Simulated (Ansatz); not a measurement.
Level of theory: Ansatz 0.2.0, DFT PBE, scalar-relativistic, plane waves, PAW. Settings: cutoff 420 eV, Γ-centred meshes spaced at most about 0.3 Å⁻¹, and about 0.25 Å⁻¹ or finer for metals (2π included), Gaussian smearing. No spin polarisation in the final relaxations.

These are static total energies at zero pressure. All come from trial cells, and lower structures may exist.

**Question.** Order these relaxed structures of B by energy, lowest first, with the energy over the lowest of them.
1.

Space group Pm-3m (No. 221). a = 1.885 Å, b = 1.885 Å, c = 1.885 Å, α = 90.00°, β = 90.00°, γ = 90.00°
```csv
atom,site,symmetry,x,y,z
B,1b,m-3m,0.5000,0.5000,0.5000
```

2.

Space group Pmmn:1 (No. 59). a = 1.625 Å, b = 2.866 Å, c = 3.914 Å, α = 90.00°, β = 90.00°, γ = 90.00°
```json
{"atom": "B", "site": "2b", "symmetry": "mm2", "x": "0.0000", "y": "0.5000", "z": "0.6093"}
```

3.

Space group Pm-3n (No. 223). a = 3.439 Å, b = 3.439 Å, c = 3.439 Å, α = 90.00°, β = 90.00°, γ = 90.00°
| atom | site | symmetry | x | y | z |
| --- | --- | --- | --- | --- | --- |
| B | 6d | -4m.2 | 0.2500 | 0.5000 | 0.0000 |

4.

Space group P1 (No. 1). a = 3.129 Å, b = 3.167 Å, c = 7.884 Å, α = 92.55°, β = 90.97°, γ = 94.14°
```csv
atom,site,symmetry,x,y,z
B,1a,1,0.6276,0.1326,0.8111
B,1a,1,0.8866,0.8642,0.2924
B,1a,1,0.1316,0.9539,0.7136
B,1a,1,0.3772,0.0636,0.1941
B,1a,1,0.8499,0.6644,0.8716
B,1a,1,0.1263,0.3647,0.3610
B,1a,1,0.8874,0.4293,0.6465
B,1a,1,0.1041,0.5523,0.1315
B,1a,1,0.3665,0.8341,0.9617
B,1a,1,0.4243,0.6329,0.5339
B,1a,1,0.6040,0.3700,0.0319
B,1a,1,0.6147,0.1379,0.4508
```

**Answer.** 4 (0 meV/atom), 2 (99 meV/atom), 1 (718 meV/atom), 3 (847 meV/atom). Forms: 4 P1; 2 Pmmn; 1 simple cubic type, Pm-3m; 3 Pm-3n. Counting all near atoms (those within 1.25 times the shortest such distance or 1.15 times the sum of covalent radii; a plus sign parts nearer from farther groups; a slash parts the counts of unlike sites): cell 4 has B 6/6+1/7/7+1; cell 2 has B 2+4; cell 1 has B 6; cell 3 has B 2+8.

Weakly bound directions are ill-defined at this level, which has no dispersion term (Pmmn), and this can change margins and order among such cells. Cells relaxed within their symmetry can be saddle points. The Pmmn cell of B came from shaking the Pm-3m one. The P1 cell of B came from shaking the Pm-3n one. The part of the Crystallography Open Database at hand lists B in space groups No. 58, 134, 166; no cell shown has one of them. Some types were kept out of the candidates beforehand, so the set may lack a known form.
